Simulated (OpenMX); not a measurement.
Write the native input for OpenMX 3.8.5 that does the following.

```
Task                : single point
Functional          : PBE
Dispersion          : D3
Potentials or basis : OpenMX 2013 PBE set, Sn7.0-s3p2d2, Se7.0-s3p2d2, grid cutoff 700 Ry
k mesh              : 5 × 5 × 5
Occupations         : fermi-dirac, width 0.05 eV
Spin                : no spin polarisation
Mixing scheme       : rmm-diisk
SCF threshold       : 1e-08 Ha
Solver              : band
Max SCF cycles      : 100
```

Crystal: SnSe.

```
Sn Se
1.0
     0.00000    3.01000    3.01000
     3.01000    0.00000    3.01000
     3.01000    3.01000    0.00000
Sn Se
1 1
Cartesian
  0.0000 0.0000 0.0000
  3.0100 2.9888 2.9888
```

The cell isn't the ideal one: atom 2 moved by [0.0, -0.0212, -0.0212] A.

These files were run (other wordings do the same):

SnSe.dat

```
System.CurrrentDirectory             ./
System.Name                          SnSe
DATA.PATH                            ./DFT_DATA13
level.of.stdout                      1
level.of.fileout                     0
Species.Number                       2
<Definition.of.Atomic.Species
  Sn  Sn7.0-s3p2d2           Sn_PBE13
  Se  Se7.0-s3p2d2           Se_PBE13
Definition.of.Atomic.Species>

Atoms.Number                         2
Atoms.SpeciesAndCoordinates.Unit     FRAC
<Atoms.SpeciesAndCoordinates
    1  Sn    0.0000000000    0.0000000000    0.0000000000   7.000  7.000
    2  Se    0.4929524241    0.5000000000    0.5000000000   3.000  3.000
Atoms.SpeciesAndCoordinates>

Atoms.UnitVectors.Unit               Ang
<Atoms.UnitVectors
     0.0000000000    3.0100000000    3.0100000000
     3.0100000000    0.0000000000    3.0100000000
     3.0100000000    3.0100000000    0.0000000000
Atoms.UnitVectors>

scf.XcType                           GGA-PBE
scf.SpinPolarization                 off
scf.ElectronicTemperature            580.226
scf.energycutoff                     700.0
scf.maxIter                          100
scf.EigenvalueSolver                 band
scf.Kgrid                            5 5 5
scf.Mixing.Type                      rmm-diisk
scf.Init.Mixing.Weight               0.05
scf.Min.Mixing.Weight                0.001
scf.Max.Mixing.Weight                0.3
scf.Mixing.History                   25
scf.Mixing.StartPulay                8
scf.criterion                        1.0e-8
scf.dftD                             on
version.dftD                         3
DFTD3.damp                           zero
DFTD.IntDirection                    1 1 1
MD.Type                              nomd
scf.fixed.grid                       0.000000000000 0.000000000000 0.000000000000
```

Potentials or basis: OpenMX 2013 PBE set, Sn7.0-s3p2d2, Se7.0-s3p2d2, grid cutoff 700 Ry.

The run is started by

```bash
$ openmx SnSe.dat -nt 1 > SnSe.std
```

Results of the run:

* Largest force: 0.004 eV/Å
* Band gap on the k mesh: 0.94 eV, direct
* Mulliken charges: Sn +0.42; Se -0.42 e

Caveat: Mulliken charges move with the basis; spin-orbit coupling is left out, which moves the levels of the heavy elements; an odd mesh through Γ misses points on the zone boundary, where band edges often lie; the basis of atomic orbitals isn't converged, which shifts pressures, moduli and gaps.

Wall time 2.2 min on 1 thread of Arm Neoverse N1, on a shared host, peak memory 1.3 GiB.
